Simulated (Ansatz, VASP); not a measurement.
## BiTe in VASP and in Ansatz

File INCAR:

```
SYSTEM = BiTe
PREC = Accurate
ENCUT = 520
EDIFF = 1E-8
ISMEAR = -1
SIGMA = 0.08
LREAL = .FALSE.
LASPH = .TRUE.
NELM = 80
ALGO = Normal
ISIF = 2
LWAVE = .FALSE.
LCHARG = .FALSE.
GGA = CA
LEFG = .TRUE.
NBANDS = 18
```

The input KPOINTS:

```
Automatic mesh
0
G
  10 10 10
  0 0 0
```

File POSCAR:

```
BiTe
1.0
    0.0000000000      3.2132879364      3.2132879364
    3.2132879364      0.0000000000      3.2132879364
    3.2132879364      3.2132879364      0.0000000000
Bi Te
1 1
Direct
    0.0000000000      0.0000000000      0.0000000000
    0.5000000000      0.5000000000      0.5000000000
```

Input for Ansatz:

```yaml
crystal:
  lattice:
    - [0.0, 3.2132879364, 3.2132879364]
    - [3.2132879364, 0.0, 3.2132879364]
    - [3.2132879364, 3.2132879364, 0.0]
  atoms:
    - { symbol: Bi, position: [0.0, 0.0, 0.0] }
    - { symbol: Te, position: [0.5, 0.5, 0.5] }
kpoints:
  mp_grid: { grid: [10, 10, 10] }
scf:
  occupations: { method: fermi_dirac, width: 0.08 }
hamiltonian:
  xc: lda
  pseudopotentials: { kind: paw }
output:
  forces: true
  stress: true
  eigenvalues: true
  efg: { contact_densities: true }
  write_density: true
  write_potential: true
  elf: true
  volumetric_format: npy
```

Change from the starting cell: volume scaled by 0.98, PAW files.

Alike in both runs: task electric field gradients; functional LDA; k mesh 10 × 10 × 10; occupations fermi-dirac, width 0.08 eV; no spin polarisation.

|  | VASP | Ansatz |
| --- | --- | --- |
| version | VASP 6.6.1 | Ansatz 0.2.0 |
| potentials or method | VASP PAW LDA potentials, release 64 (Bi_d, Te) | PAW with Ansatz's default frozen-core files, scalar-relativistic |
| plane-wave cutoff (eV) | 520 | 420 |
| valence electrons in the cell | 21 | 31 |

```tsv
	VASP	Ansatz	Ansatz less VASP
pressure (GPa)	-1.8	-1.9	-0.07
Vzz of the field gradient on the site that differs most (V/Å²)	0.0	0.0	0.00
```

The two sets of potentials don't hold the same shells in valence. Ansatz warned: «gradients_without_spin_orbit».

Caveats: spin-orbit coupling is left out, which moves the levels of the heavy elements.
